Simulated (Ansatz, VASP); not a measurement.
Two plane-wave programs on BN

```xyz
4
Lattice="2.6127 0.0000 0.0000 -1.3063 2.2626 0.0000 0.0000 0.0000 8.4303" Properties=species:S:1:pos:R:3 pbc="T T T"
B     0.0000    1.5084    2.1076
B     1.3063    0.7542    6.3227
N     0.0000    1.5084    6.3227
N     1.3063    0.7542    2.1076
```

Change from the starting cell: biaxial strain in the a-b plane, c and atoms relaxed: +4.0 %.

Alike in both runs: functional PBE; k mesh 12 × 12 × 4; occupations gaussian, width 0.02 eV; no spin polarisation.

Ansatz relaxed the structure, and its values are those at the end. VASP's run is a single point on that final structure, the one shown.

```csv
,VASP,Ansatz
version,VASP 6.6.1,Ansatz 0.2.0
potentials or method,"VASP PAW PBE potentials, release 64 (B, N)","scalar-relativistic, plane waves, PAW"
plane-wave cutoff (eV),520,420
valence electrons in the cell,16,16
```

|  | VASP | Ansatz | Ansatz less VASP |
| --- | --- | --- | --- |
| gap on the k mesh at the Fermi level (eV) | 4.35 | 4.35 | +0.004 |
| least direct gap on the mesh (eV) | 4.35 | 4.35 | +0.002 |
| pressure (GPa) | -18.4 | -18.5 | -0.02 |

With one functional, cell and mesh, what is left measures potentials, basis and numerics.

Caveats: so large a pressure means that the cell lies far from this level's equilibrium, or that cutoff or potentials fall short (VASP); this functional lacks dispersion, which binds the layers, so the pressure and a relaxed spacing across them are unreliable. A k mesh can miss the band edges.
